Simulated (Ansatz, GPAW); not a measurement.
## A script for GaN (GLLB-SC)

These are simulated results from GPAW 26.7.0, not measurements. The cell began as a measured structure and was relaxed with r2SCAN in plane waves (Ansatz 0.2.0). All runs are without spin polarisation.

The symmetry is Fm-3m (No. 225, cubic); a = 4.217 Å in the conventional setting, 9.37 Å³ an atom. Ga has 6 N at 2.11 Å; N has 6 Ga at 2.11 Å.

GLLB-SC is a model potential. Its fundamental gap is the Kohn-Sham gap plus a derivative discontinuity, which the script evaluates at the band edges among the listed k points. Its total energy isn't variational and serves nothing here.

run.py reads:

```python
import json
from ase import Atoms
from gpaw import GPAW, PW, FermiDirac

atoms = Atoms(['Ga', 'N'],
              cell=[[0.0, 2.10851537, 2.10851537], [2.10851537, 0.0, 2.10851537], [2.10851537, 2.10851537, 0.0]],
              scaled_positions=[[0.5, 0.5, 0.5], [0.0, 0.0, 0.0]],
              pbc=True)
calc = GPAW(mode=PW(400), xc='GLLBSC', kpts={'size': (6, 6, 6), 'gamma': True},
            occupations=FermiDirac(0.02), maxiter=100, legacy_gpaw=True, txt='gpaw.txt')
atoms.calc = calc
res = {'energy': atoms.get_potential_energy(force_consistent=True)}
res['electrons'] = calc.get_number_of_electrons()
res['k'] = calc.get_ibz_k_points().tolist()
res['levels'] = [calc.get_eigenvalues(kpt=i).tolist() for i in range(len(res['k']))]
points = [[0.0, 0.0, 0.0], [0.5, 0.0, 0.5], [0.625, 0.25, 0.625], [0.375, 0.375, 0.75], [0.5, 0.5, 0.5], [0.5, 0.25, 0.75], [0.0, 0.174479, -0.177083], [0.0, 0.5, 0.5]]
bands = calc.fixed_density(kpts=points, symmetry='off', nbands=round(res['electrons']) // 2 + 6, convergence={'bands': -2}, txt='bands.txt')
res['points'] = [bands.get_eigenvalues(kpt=i).tolist() for i in range(len(points))]
homo, lumo = bands.get_homo_lumo()
potential = calc.hamiltonian.xc.response.calculate_discontinuity_potential(homo, lumo)
res['discontinuity'] = bands.hamiltonian.xc.response.calculate_discontinuity(potential)
json.dump(res, open('results.json', 'w'))
print('free energy (eV):', round(res['energy'], 5))
```

Command: `python run.py`. It took 4.3 s on 1 thread of Arm Neoverse V1, on a shared host, peak memory 0.12 GiB.

The log gpaw.txt, trimmed of paths, versions and times, then the last line on the terminal. An iter line gives the energy in eV and the logarithms of the changes of orbitals (plane waves alone) and density (c: converged):

```
___ ___ ___ _ _ _
 |   |   |_  | | | |

 | | | | | . | | | |

 |__ |  _|___|_____|  26.7.0
 |___|_|

Input parameters:
  kpts: {gamma: True,
         size: (6, 6, 6)}
  maxiter: 100
  mode: {ecut: 400.0,
         name: pw}
  occupations: {fixmagmom: False,
                name: fermi-dirac,
                width: 0.02}
  xc: GLLBSC

System changes: positions, numbers, cell, pbc, initial_charges, initial_magmoms

Initialize ...

species:
  Ga:
    name:    Gallium
    Z:       31.0
    valence: 3
    core:    28
    charge:  0.0  # [|e|]
    compensation charges:
      type: gauss
      rc: 0.37  # [Å]
      lmax: 2
    cutoffs:
      filter: 2.06  # [Å]
      core: 4.02  # [Å]
    projectors
    | kind |    occ | energy [eV] | rcut [Å] |

    |------|--------|-------------|----------|

    |   4s |  2.000 |      -9.380 |    1.164 |

    |   4p |  1.000 |      -3.146 |    1.164 |

    |    s |        |      17.831 |    1.164 |

    |    p |        |      24.065 |    1.164 |

    |    d |        |       0.000 |    1.164 |

    Using partial waves for Ga as LCAO basis

  N:
    name:    Nitrogen
    Z:       7.0
    valence: 5
    core:    2
    charge:  0.0  # [|e|]
    compensation charges:
      type: gauss
      rc: 0.18  # [Å]
      lmax: 2
    cutoffs:
      filter: 1.11  # [Å]
      core: 0.96  # [Å]
    projectors
    | kind |    occ | energy [eV] | rcut [Å] |

    |------|--------|-------------|----------|

    |   2s |  2.000 |     -22.351 |    0.603 |

    |   2p |  3.000 |     -10.227 |    0.529 |

    |    s |        |       4.860 |    0.603 |

    |    p |        |      16.985 |    0.529 |

    |    d |        |       0.000 |    0.577 |

    Using partial waves for N as LCAO basis

Reference energy: -54319.485987  # eV

Spin-paired calculation

Convergence criteria:
 Maximum [total energy] change in last 3 cyles: 0.0005 eV / valence electron
 Maximum integral of absolute [dens]ity change: 0.0001 electrons / valence electron
 Maximum integral of absolute [eigenst]ate change: 4e-08 eV^2 / valence electron
 Maximum number of scf [iter]ations: 100
 (Square brackets indicate name in SCF output, whereas a 'c' in
 the SCF output indicates the quantity has converged.)

Symmetries present (total): 48

  ( 1  0  0)  ( 1  0  0)  ( 1  0  0)  ( 1  0  0)  ( 1  0 -1)  ( 1  0 -1)
  ( 1  0 -1)  ( 1 -1  0)  ( 0  1  0)  ( 0  0  1)  ( 1  0  0)  ( 1 -1  0)
  ( 1 -1  0)  ( 1  0 -1)  ( 0  0  1)  ( 0  1  0)  ( 1 -1  0)  ( 1  0  0)

  ( 1  0 -1)  ( 1  0 -1)  ( 1 -1  0)  ( 1 -1  0)  ( 1 -1  0)  ( 1 -1  0)
  ( 0  1 -1)  ( 0  0 -1)  ( 1  0  0)  ( 1  0 -1)  ( 0 -1  1)  ( 0 -1  0)
  ( 0  0 -1)  ( 0  1 -1)  ( 1  0 -1)  ( 1  0  0)  ( 0 -1  0)  ( 0 -1  1)

  ( 0  1  0)  ( 0  1  0)  ( 0  1  0)  ( 0  1  0)  ( 0  1 -1)  ( 0  1 -1)
  ( 1  0  0)  ( 0  1 -1)  ( 0  0  1)  (-1  1  0)  ( 1  0 -1)  ( 0  1  0)
  ( 0  0  1)  (-1  1  0)  ( 1  0  0)  ( 0  1 -1)  ( 0  0 -1)  (-1  1  0)

  ( 0  1 -1)  ( 0  1 -1)  ( 0  0  1)  ( 0  0  1)  ( 0  0  1)  ( 0  0  1)
  ( 0  0 -1)  (-1  1  0)  ( 1  0  0)  ( 0  1  0)  ( 0 -1  1)  (-1  0  1)
  ( 1  0 -1)  ( 0  1  0)  ( 0  1  0)  ( 1  0  0)  (-1  0  1)  ( 0 -1  1)

  ( 0  0 -1)  ( 0  0 -1)  ( 0  0 -1)  ( 0  0 -1)  ( 0 -1  1)  ( 0 -1  1)
[... 4 lines left out ...]
  ( 0 -1  0)  (-1  0  1)  ( 1 -1  0)  ( 0  0 -1)  ( 0 -1  1)  (-1  0  0)
  ( 1 -1  0)  ( 0  0  1)  ( 0 -1  1)  (-1  0  0)  ( 1 -1  0)  ( 0  0 -1)

  (-1  1  0)  (-1  1  0)  (-1  1  0)  (-1  1  0)  (-1  0  1)  (-1  0  1)
  ( 0  1  0)  ( 0  1 -1)  (-1  0  1)  (-1  0  0)  ( 0  0  1)  ( 0 -1  1)
  ( 0  1 -1)  ( 0  1  0)  (-1  0  0)  (-1  0  1)  ( 0 -1  1)  ( 0  0  1)

  (-1  0  1)  (-1  0  1)  (-1  0  0)  (-1  0  0)  (-1  0  0)  (-1  0  0)
  (-1  1  0)  (-1  0  0)  ( 0  0 -1)  ( 0 -1  0)  (-1  1  0)  (-1  0  1)
  (-1  0  0)  (-1  1  0)  ( 0 -1  0)  ( 0  0 -1)  (-1  0  1)  (-1  1  0)

216 k-points: 6 x 6 x 6 Monkhorst-Pack grid + [1/12,1/12,1/12]
16 k-points in the irreducible part of the Brillouin zone
       k-points in crystal coordinates                weights
   0:     0.00000000    0.00000000    0.00000000          1/216
   1:     0.16666667    0.16666667    0.00000000          6/216
   2:     0.16666667    0.16666667    0.16666667          8/216
   3:     0.33333333    0.16666667    0.16666667         12/216
   4:     0.33333333    0.33333333   -0.33333333         12/216
   5:     0.33333333    0.33333333    0.00000000          6/216
   6:     0.33333333    0.33333333    0.16666667         24/216
   7:     0.33333333    0.33333333    0.33333333          8/216
   8:     0.50000000    0.33333333   -0.33333333         24/216
   9:     0.50000000    0.33333333   -0.16666667         12/216
          ...
  15:     0.50000000    0.50000000    0.50000000          4/216

Wave functions: Plane wave expansion
  Cutoff energy: 400.000 eV
  Number of coefficients (min, max): 331, 347
  Pulay-stress correction: 0.000000 eV/Ang^3 (de/decut=0.000000)
  Using FFTW library
  ScaLapack parameters: grid=1x1, blocksize=None
  Wavefunction extrapolation:
    Improved wavefunction reuse through dual PAW basis

Occupation numbers: Fermi-Dirac:
  width: 0.0200  # eV

Eigensolver
   Davidson(niter=2)

Densities:
  Coarse grid: 14*14*14 grid
  Fine grid: 28*28*28 grid
  Total Charge: 0.000000

Density mixing:
  Method: separate
  Backend: msr1
  Linear mixing parameter: 0.05
  old densities: 10
  Width of damping distribution: 1.1
  Damping of long wavelength oscillations: 20

Hamiltonian:
  XC and Coulomb potentials evaluated on a 28*28*28 grid
  Using the GLLBSC Exchange-Correlation functional
  External potential:
    NoExternalPotential

XC parameters: GLLBSC functional being used consists of
  -----------------------------------------------------------------------
  | Weight | Module     | Description                                   |

  -----------------------------------------------------------------------
  |  1.000 | SCREENING  | GGA_X_PBE_SOL with 2 nearest neighbor stencil |

  |  1.000 | RESPONSE   | eps=0.0500 eV                                 |

  |  1.000 | XC         | GGA_C_PBE_SOL with 2 nearest neighbor stencil |

  -----------------------------------------------------------------------

Memory estimate:
  Process memory now: 110.16 MiB
  Calculator: 3.57 MiB
    Density: 1.42 MiB
      Arrays: 0.54 MiB
      Localized functions: 0.45 MiB
      Mixer: 0.42 MiB
    Hamiltonian: 0.37 MiB
      Arrays: 0.36 MiB
      XC: 0.00 MiB
      Poisson: 0.00 MiB
      vbar: 0.01 MiB
    Wavefunctions: 1.79 MiB
      Arrays psit_nG: 0.68 MiB
      Eigensolver: 0.08 MiB
      Projections: 0.05 MiB
      Projectors: 0.79 MiB
      PW-descriptor: 0.19 MiB

Total number of cores used: 1

Number of atoms: 2
Number of atomic orbitals: 8
Number of bands in calculation: 8
Number of valence electrons: 8
Bands to converge: occupied

... initialized

Initializing position-dependent things.

Density initialized from atomic densities
Creating initial wave functions:
  8 bands from LCAO basis set
Positions:
   0 Ga     2.108515    2.108515    2.108515    ( 0.0000,  0.0000,  0.0000)
   1 N      0.000000    0.000000    0.000000    ( 0.0000,  0.0000,  0.0000)

Unit cell:
           periodic     x           y           z      points  spacing
  1. axis:    yes    0.000000    2.108515    2.108515    14     0.1739
  2. axis:    yes    2.108515    0.000000    2.108515    14     0.1739
  3. axis:    yes    2.108515    2.108515    0.000000    14     0.1739

  Lengths:   2.981891   2.981891   2.981891
  Angles:   60.000000  60.000000  60.000000

Effective grid spacing dv^(1/3) = 0.1898

iter:   1   -12.657371
iter:   2   -12.476298   -1.74  -0.54
iter:   3   -10.043068   -0.31  -0.57
iter:   4   -10.135538   -1.89  -1.06
iter:   5   -10.336212   -1.20  -1.44
iter:   6   -10.054559   -1.98  -1.36
iter:   7   -10.037903   -2.75  -2.03
iter:   8   -10.042496   -3.92  -2.77
iter:   9   -10.040636   -4.55  -3.06
iter:  10   -10.040939c  -5.72  -3.45
iter:  11   -10.042707c  -5.70  -3.40
iter:  12   -10.042191c  -7.36  -3.88
iter:  13   -10.042178c  -8.46c -4.79c

Converged after 13 iterations.

Energy contributions relative to reference atoms: (reference = -54319.485987)

Kinetic:        +13.002170
Potential:       -6.328741
External:        +0.000000
XC:             -16.791398
Entropy (-ST):   -0.000000
Local:           +0.075791
SIC:             +0.000000
--------------------------
Free energy:    -10.042178
Extrapolated:   -10.042178

GLLBSC response reference energy: 7.67915 eV (from HOMO)

Showing only first 2 kpts
 Kpt  Band  Eigenvalues  Occupancy
  0     2      7.30966    2.00000
  0     3      7.30966    2.00000
  0     4      9.90328    0.00000
  0     5     24.50734    0.00000

  1     2      6.65277    2.00000
  1     3      6.65285    2.00000
  1     4     12.66840    0.00000
  1     5     18.77176    0.00000

Fermi level: 8.59220

Gap: 1.301 eV
Transition (v -> c):
  (s=0, k=3, n=3, [0.33, 0.17, 0.17]) -> (s=0, k=12, n=4, [0.50, 0.50, 0.00])
Direct/indirect transitions are different
Direct gap: 2.594 eV
Transition at: (s=0, k=0, n=3, [0.00, 0.00, 0.00])

free energy (eV): -10.04218
```

The gap in the log is over the mesh alone; results.json adds the listed points. GLLB-SC gives a gap of 1.67 eV (1.303 eV Kohn-Sham over the listed points plus 0.364 eV discontinuity). On the same cell, plane-wave PBE (Ansatz, 10×10×10 k points and the special points) gives a gap of 0.63 eV and r2SCAN a gap of 1.16 eV; on shared hosts these took about 1.3 and 3 core-seconds on the 2-atom cell, against 4.3 for the script. Semilocal gaps usually lie below measured ones.
